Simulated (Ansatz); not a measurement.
# TaSi2: the cost of one run

Method: DFT r2SCAN, scalar-relativistic, plane waves, PAW, in Ansatz 0.2.0.

1 further run of the same task is left out (set aside as unsound or not needed). Runs told in other sessions of the task aren't counted.

## Step 1: The system as given

The structure is hexagonal, space group P6_422 (No. 181). The conventional cell has a = 4.780 Å, b = 4.780 Å, c = 6.555 Å, α = 90.00°, β = 90.00°, γ = 120.00°. Ta (site symmetry 222) is surrounded by 10 Si at 2.60 to 2.83 Å. Si (site symmetry 2) has 5 Si at 2.55 to 2.83 Å and 5 Ta at 2.60 to 2.83 Å in its first shell of neighbours.

Coordinates:

```
Ta Si
1.0
     4.77997    0.00000    0.00000
    -2.38998    4.13957    0.00000
     0.00000    0.00000    6.55476
Ta Si
3 6
Cartesian
  2.3900 0.0000 0.0000
  1.1950 2.0698 4.3698
  -1.1950 2.0698 2.1849
  0.0000 1.3104 0.0000
  3.6452 0.6552 4.3698
  1.2552 3.4844 2.1849
  2.3900 2.8292 0.0000
  -1.2552 3.4844 4.3698
  1.1348 0.6552 2.1849
```

It is the result of an earlier relaxation at this level (volume 14.41 Å³/atom; gap on the mesh: none (metal)).

## Step 2: Bands, states and charges

input.yaml reads:

```yaml
crystal:
  lattice:
    - [4.7799675609, 0.0, 0.0]
    - [-2.3899837804, 4.139573337, 0.0]
    - [0.0, 0.0, 6.554755418]
  atoms:
    - { symbol: Ta, position: [0.5, 0.0, 0.0] }
    - { symbol: Ta, position: [0.5, 0.5, 0.6666666667] }
    - { symbol: Ta, position: [0.0, 0.5, 0.3333333333] }
    - { symbol: Si, position: [0.1582725688, 0.3165451376, 0.0] }
    - { symbol: Si, position: [0.8417274312, 0.1582725688, 0.6666666667] }
    - { symbol: Si, position: [0.6834548624, 0.8417274312, 0.3333333333] }
    - { symbol: Si, position: [0.8417274312, 0.6834548624, 0.0] }
    - { symbol: Si, position: [0.1582725688, 0.8417274312, 0.6666666667] }
    - { symbol: Si, position: [0.3165451376, 0.1582725688, 0.3333333333] }
basis:
  ecutwfc: 500
kpoints:
  mp_grid: { grid: [12, 12, 6] }
  band_path:
    path:
      - [[0.0, 0.0, 0.0], [0.5, 0.0, 0.0], [0.33333333, 0.33333333, 0.0], [0.0, 0.0, 0.0], [0.0, 0.0, 0.5], [0.5, 0.0, 0.5], [0.33333333, 0.33333333, 0.5], [0.0, 0.0, 0.5]]
      - [[0.5, 0.0, 0.5], [0.5, 0.0, 0.0]]
      - [[0.33333333, 0.33333333, 0.5], [0.33333333, 0.33333333, 0.0]]
    npoints: 14
hamiltonian:
  xc: r2scan
scf:
  occupations: { method: gaussian, width: 0.1 }
  n_extra_bands: 22
output:
  forces: true
  stress: true
  eigenvalues: true
  populations: true
  dos: { projected: true, de: 0.02, nscf_kmesh: { grid: [18, 18, 9] } }
  bader: true
  write_density: true
  write_potential: true
  elf: true
  volumetric_format: npy
```

Run with:

```
$ ansatz run input.yaml --threads 2 --pin off --max-ram 5120MiB --backend cpu --events-out ev --progress --plain --runs-dir out
```

**Question.** How long does this run take on 2 threads of AMD EPYC 9R45 (Zen 5), shared host, and how much memory does it need?

About 88 s, with a peak of 1.4 GiB.
